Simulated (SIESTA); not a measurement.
**Si under changes of volume**

One of the cells (20.165 Å³/atom); the others are scaled copies at fixed shape and fractional positions:

```
Si
1.0
     0.00000    2.72185    2.72185
     2.72185    0.00000    2.72185
     2.72185    2.72185    0.00000
Si
2
Direct
  0.50000 0.50000 0.50000
  0.75000 0.75000 0.75000
```

- Program: SIESTA 5.4.2
- Functional: PBE
- Potentials or basis: PseudoDojo 0.4 standard (PBE files)
- Basis: TZDP (energy shift 0.003 Ry)
- Grid cutoff: 500 Ry
- Energy shift: 0.003 Ry
- k mesh: 8 × 8 × 8
- Occupations: fermi-dirac, width 0.05 eV
- Spin: no spin polarisation

```csv
volume (Å³/atom),energy over the lowest point (meV/atom),pressure (GPa),gap on the mesh (eV)
18.955,47.43,9.5,0.48
19.358,?,?,?
19.761,12.53,4.6,0.55
20.165,3.68,2.5,0.58
20.568,0.00,0.5,0.61
20.971,0.93,-1.2,0.64
21.375,6.09,-2.8,0.67
```

Task: What does the run at 19.358 Å³/atom give?

Result: Energy over the lowest point 26.93 meV/atom; pressure 6.9 GPa; gap on the mesh 0.52 eV.

Worked out: A Birch-Murnaghan fit of order 3 (a polynomial in V^(-2/3)) to the other rows has its minimum at 20.68 Å³/atom with B0 = V·E''(V) = 92 GPa and B' = 3.8. It gives 26.91 meV/atom at 19.358 Å³/atom, against the run's 26.93, and -dE/dV = 6.9 GPa, against 6.9. A straight line through the other rows of the gap, of slope 1.57 eV per unit of ln V, gives 0.52 eV, against the run's 0.52.

Energies are extrapolated to zero smearing.

Caveats: the basis of atomic orbitals isn't converged, which shifts pressures, moduli and gaps.

A mesh can miss the band edges.
